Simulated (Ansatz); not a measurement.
**Every step of a relaxation of Al (simple hexagonal type)**

DFT, PBE, PAW with Ansatz's default frozen-core files, scalar-relativistic (Ansatz 0.2.0); a Γ-centred 16×16×15 k mesh, Fermi–Dirac smearing of 0.08 eV, no spin polarisation. The run relaxes shape and atoms at held volume.

Command: `ansatz run input.yaml --threads 1 --pin off --max-ram 2048MiB --backend cpu --events-out ev --progress --plain --runs-dir out` It took 7 s on 1 thread of Arm Neoverse V1 (shared host), peak memory 0.28 GiB.

PAW: frozen-core files, cutoff 420 eV; forces are relaxed below 0.005 eV/Å.

Each step lists its free energy a cell above the last geometry, the pressure, the cell vectors (Å), and Cartesian positions (Å) with forces (eV/Å).

The first step:

```
step 1  dF = 17.60 meV  P = 106.0 GPa
  cell 2.3190 0.0000 0.0000  -1.1595 2.0083 0.0000  0.0000 0.0000 2.3384
  Al 0.0000 0.0000 0.0000   0.0000 0.0000 0.0000
```

Question: Where does the relaxation end, and by which steps?

Answer: After 4 geometries, with conventional a, b, c = 2.345, 2.345, 2.287 Å, at 10.890 Å³/atom and 104.5 GPa in space group P6/mmm, with a shortest distance of 2.287 Å. The further steps:
```
step 2  dF = 4.03 meV  P = 105.1 GPa
  cell 2.3332 0.0000 0.0000  -1.1666 2.0206 0.0000  0.0000 0.0000 2.3099
  Al 0.0000 0.0000 0.0000   0.0000 0.0000 0.0000
step 3  dF = 0.16 meV  P = 104.4 GPa
  cell 2.3478 0.0000 0.0000  -1.1739 2.0333 0.0000  0.0000 0.0000 2.2812
  Al 0.0000 0.0000 0.0000   0.0000 0.0000 0.0000
step 4  dF = 0.00 meV  P = 104.5 GPa
  cell 2.3451 0.0000 0.0000  -1.1726 2.0309 0.0000  0.0000 0.0000 2.2865
  Al 0.0000 0.0000 0.0000   0.0000 0.0000 0.0000
step 5  dF = -0.03 meV  P = 104.5 GPa  (same geometry on a basis chosen anew; earlier energies don't compare to the last digit)
  cell 2.3451 0.0000 0.0000  -1.1726 2.0309 0.0000  0.0000 0.0000 2.2865
  Al 0.0000 0.0000 0.0000   0.0000 0.0000 0.0000
```
